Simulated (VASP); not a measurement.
# A VASP 6.6.1 single-point calculation on MgS

INCAR

```
LCHARG = .FALSE.
LREAL = .FALSE.
PREC = Accurate
ISMEAR = -1
NBANDS = 11
ISIF = 2
SIGMA = 0.02
NELM = 66
LWAVE = .FALSE.
ENCUT = 520
GGA = PE
LASPH = .TRUE.
IBRION = -1
EDIFF = 1E-8
NSW = 0
```

KPOINTS

```
KPOINTS created by Atomic Simulation Environment
0
Monkhorst-Pack
8 8 8
0 0 0
```

POSCAR

```
Mg S
 1.0000000000000000
     0.0424631526000000    2.8308768410999998    2.8308768410999998
     2.8308768410999998    0.0424631526000000    2.8308768410999998
     2.8733399937000002    2.8733399937000002    0.0000000000000000
 Mg  S
   1   1
Cartesian
 -0.0000000000000000 -0.0000000000000000  0.0155944208822130
  1.4366699968499999  1.4366699968499999  1.3998439996677867
```

The recommended PBE PAW datasets give the neutral cell 8 valence electrons.

Command

```
mpirun -np 1 vasp_std
```

OSZICAR

```
N       E                     dE             d eps       ncg     rms          rms(c)
DAV:   1     0.245954158379E+02    0.24595E+02   -0.33843E+03  3208   0.573E+02
DAV:   2    -0.710363654880E+01   -0.31699E+02   -0.30239E+02  3902   0.987E+01
DAV:   3    -0.897052222944E+01   -0.18669E+01   -0.18639E+01  3931   0.263E+01
DAV:   4    -0.898543802488E+01   -0.14916E-01   -0.14914E-01  3799   0.285E+00
DAV:   5    -0.898561827932E+01   -0.18025E-03   -0.18025E-03  4031   0.303E-01    0.404E+00
DAV:   6    -0.849467501282E+01    0.49094E+00   -0.12288E+00  3542   0.412E+00    0.310E+00
DAV:   7    -0.845994309164E+01    0.34732E-01   -0.27132E-01  3829   0.212E+00    0.243E+00
DAV:   8    -0.846754023625E+01   -0.75971E-02   -0.23950E-02  3555   0.931E-01    0.138E+00
DAV:   9    -0.846662490032E+01    0.91534E-03   -0.25433E-03  3564   0.249E-01    0.443E-01
DAV:  10    -0.846682718791E+01   -0.20229E-03   -0.67055E-04  3573   0.121E-01    0.825E-02
DAV:  11    -0.846683612668E+01   -0.89388E-05   -0.52931E-05  3829   0.303E-02    0.549E-02
DAV:  12    -0.846683784603E+01   -0.17193E-05   -0.59586E-06  3744   0.123E-02    0.133E-02
DAV:  13    -0.846683772514E+01    0.12088E-06   -0.59761E-07  3895   0.344E-03    0.256E-03
DAV:  14    -0.846683770134E+01    0.23800E-07   -0.37063E-08  3762   0.110E-03    0.119E-03
DAV:  15    -0.846683772736E+01   -0.26014E-07   -0.42331E-09  2640   0.390E-04    0.216E-04
DAV:  16    -0.846683772692E+01    0.44372E-09   -0.81915E-10  1977   0.192E-04
   1 F= -.84668377E+01 E0= -.84668377E+01  d E =-.135657E-10
```

From OUTCAR

```
k-points           NKPTS =    144   k-points in BZ     NKDIM =    144   number of bands    NBANDS=     11

   NELECT =       8.0000    total number of electrons

   dimension x,y,z NGX =    30 NGY =   30 NGZ =   30
   dimension x,y,z NGXF=    60 NGYF=   60 NGZF=   60

  energy-cutoff  :      520.00
  volume of cell :       45.36
      direct lattice vectors                 reciprocal lattice vectors
     0.042463153  2.830876841  2.830876841    -0.179313422  0.179313422  0.176623721
     2.830876841  0.042463153  2.830876841     0.179313422 -0.179313422  0.176623721
     2.873339994  2.873339994  0.000000000     0.174013518  0.174013518 -0.176623721

 k-points in reciprocal lattice and weights: KPOINTS created by Atomic Simulation Env
   0.06250000  0.06250000  0.06250000       0.004
   0.18750000  0.06250000  0.06250000       0.008
   0.31250000  0.06250000  0.06250000       0.008
   0.43750000  0.06250000  0.06250000       0.008
  -0.43750000  0.06250000  0.06250000       0.008
  -0.31250000  0.06250000  0.06250000       0.008
  -0.18750000  0.06250000  0.06250000       0.008
  -0.06250000  0.06250000  0.06250000       0.008
   ...

 E-fermi :   1.5341

 k-point     1 :       0.0625    0.0625    0.0625
  band No.  band energies     occupation
      1     -10.1799      2.00000
      2       0.8077      2.00000
      3       1.0304      2.00000
      4       1.1419      2.00000
      5       4.7136      0.00000
      6       8.8013      0.00000
      7       9.0440      0.00000
      8       9.2660      0.00000
      9      11.7378      0.00000
     10      11.7668      0.00000
     11      14.6703      0.00000

 k-point     2 :       0.1875    0.0625    0.0625
  band No.  band energies     occupation
      1     -10.0635      2.00000
      2       0.1673      2.00000
      3       0.8287      2.00000
      4       1.0402      2.00000
      5       5.4658      0.00000
      6       8.7321      0.00000
      7       9.1783      0.00000
      8       9.3754      0.00000
      9      10.9406      0.00000
     10      11.6398      0.00000
     11      14.2809      0.00000

 k-point     3 :       0.3125    0.0625    0.0625
  band No.  band energies     occupation
      1      -9.8183      2.00000
      2      -0.9246      2.00000
      3       0.6446      2.00000
      4       0.9075      2.00000
      5       6.2002      0.00000
      6       8.8405      0.00000
      7       9.0897      0.00000
      8       9.2158      0.00000
      9      11.1793      0.00000
     10      12.1749      0.00000
     11      13.4739      0.00000

 k-point     4 :       0.4375    0.0625    0.0625
  band No.  band energies     occupation
      1      -9.5711      2.00000
      2      -1.7555      2.00000
      3       0.5513      2.00000
      4       0.7651      2.00000
      5       6.2947      0.00000
      6       8.4762      0.00000
      7       8.8424      0.00000
      8       9.6729      0.00000
      9      12.6613      0.00000
     10      13.3643      0.00000
     11      13.8911      0.00000

 k-point     5 :      -0.4375    0.0625    0.0625
  band No.  band energies     occupation
      1      -9.4899      2.00000
      2      -1.9931      2.00000
      3       0.5687      2.00000
      4       0.6865      2.00000
      5       6.2643      0.00000
      6       8.2932      0.00000
      7       8.7808      0.00000
      8       9.8580      0.00000
      9      13.4724      0.00000
     10      14.3322      0.00000
     11      14.4297      0.00000

 ...

  Total        0.2644149      0.2644149      0.2559751     -0.2609356      0.0000000      0.0000000
  in kB        9.3390188      9.3390188      9.0409310     -9.2161314      0.0000000      0.0000000
  external PRESSURE =       9.2396562 kB  Pullay stress =       0.0000000 kB

 POSITION                                       TOTAL-FORCE (eV/Angst)
 -----------------------------------------------------------------------------------
      2.87334      2.87334      0.01559        -0.000000     -0.000000      0.008243
      1.43667      1.43667      1.39984         0.000000      0.000000     -0.008243
 -----------------------------------------------------------------------------------
    total drift:                                0.000000      0.000000      0.000190

  FREE ENERGIE OF THE ION-ELECTRON SYSTEM (eV)
  ---------------------------------------------------
  free  energy   TOTEN  =        -8.4668377269 eV

  energy  without entropy=       -8.4668377269  energy(sigma->0) =       -8.46683773
```

It converged. Results: gap between bands v and c on the k mesh 3.57 eV; least direct gap on the k mesh 3.57 eV; pressure 0.9 GPa. Band v is the last that the valence electrons fill when counted band by band, and c is the next.

The shifted mesh misses Γ, so a band edge there is missed.

For comparison, a separate PBE run of the intended cell, on usual settings and not on those above, gives a gap of 3.36 eV on its mesh and a pressure of 0.9 GPa.

The run above took about 63 s on one core of a shared host (Intel Xeon Platinum 8488C) and held 0.22 GiB at most.
